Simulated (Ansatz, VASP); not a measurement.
## Two plane-wave programs on AlN

```
Al N
1.0
     3.36881    0.00000    0.00000
    -1.68441    2.91748    0.00000
     0.00000    0.00000    4.25752
Al N
2 2
Cartesian
  0.0000 1.9450 3.1931
  1.6844 0.9725 1.0644
  0.0000 1.9450 1.0644
  1.6844 0.9725 3.1931
```

Change from the starting cell: mode 4 frozen in at +0.000 Å, equal normal strain along x, y and z +0.0167.

Alike in both runs: task single point; functional PBE; k mesh 9 × 9 × 6; occupations gaussian, width 0.05 eV; no spin polarisation.

```csv
,VASP,Ansatz
version,VASP 6.6.1,Ansatz 0.2.0
potentials or method,"VASP PAW PBE potentials, release 64 (Al, N)","scalar-relativistic, plane waves, PAW"
plane-wave cutoff (eV),520,520
valence electrons in the cell,16,16
```

Ansatz gave:

| Item | Value |
| --- | --- |
| gap on the k mesh at the Fermi level (eV) | 2.88 |
| least direct gap on the mesh (eV) | 2.88 |
| pressure (GPa) | -9.3 |
| largest component of the traceless stress (GPa) | 1.23 |

**Question.** What did VASP give for the same quantities?

**Answer.** gap on the k mesh at the Fermi level (eV): 2.89; least direct gap on the mesh (eV): 2.89; pressure (GPa): -9.5; largest component of the traceless stress (GPa): 1.33.

The functional is the same, so the differences come from potentials, cutoffs and numerics.
